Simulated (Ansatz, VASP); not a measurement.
**One calculation of Ni3O, two programs**

```
Ni O
1.0
     0.00000    2.75771    2.75771
     2.75771    0.00000    2.75771
     2.75771    2.75771    0.00000
Ni O
3 1
Cartesian
  1.3789 1.3789 1.3789
  4.1366 4.1366 4.1366
  2.7577 2.7577 2.7577
  0.0000 0.0000 0.0000
```

Change from the starting cell: species swapped into the Mn3Si type (Fm-3m, No. 225).

Alike in both runs: functional PBE; k mesh 6 × 6 × 6; occupations gaussian, width 0.1 eV; collinear spin.

Ansatz relaxed the structure, and its values are those at the end. VASP's run is a single point on that final structure, the one shown.

|  | VASP | Ansatz |
| --- | --- | --- |
| version | VASP 6.6.1 | Ansatz 0.2.0 |
| potentials or method | VASP PAW PBE potentials, release 64 (Ni, O) | scalar-relativistic, plane waves, PAW |
| plane-wave cutoff (eV) | 520 | 420 |
| valence electrons in the cell | 36 | 60 |

|  | VASP | Ansatz | Ansatz less VASP |
| --- | --- | --- | --- |
| gap on the k mesh at the Fermi level (eV) | none | none | - |
| pressure (GPa) | -0.3 | 0.0 | +0.28 |
| net moment per atom (μB) | 0.72 | 0.73 | +0.012 |
| size of the moment on the site where the two differ most (μB) | 0.84 | 0.89 | +0.057 |

Site moments also hang on the region over which each program counts them. A gap of «none» marks a metal or a gap that the smearing closes. With one functional, cell and mesh, what is left measures potentials, basis and numerics. The two sets of potentials don't hold the same shells in valence.

Caveats: semilocal functionals often make such compounds metallic where correlation or magnetic order opens a gap, which also shifts bond lengths.
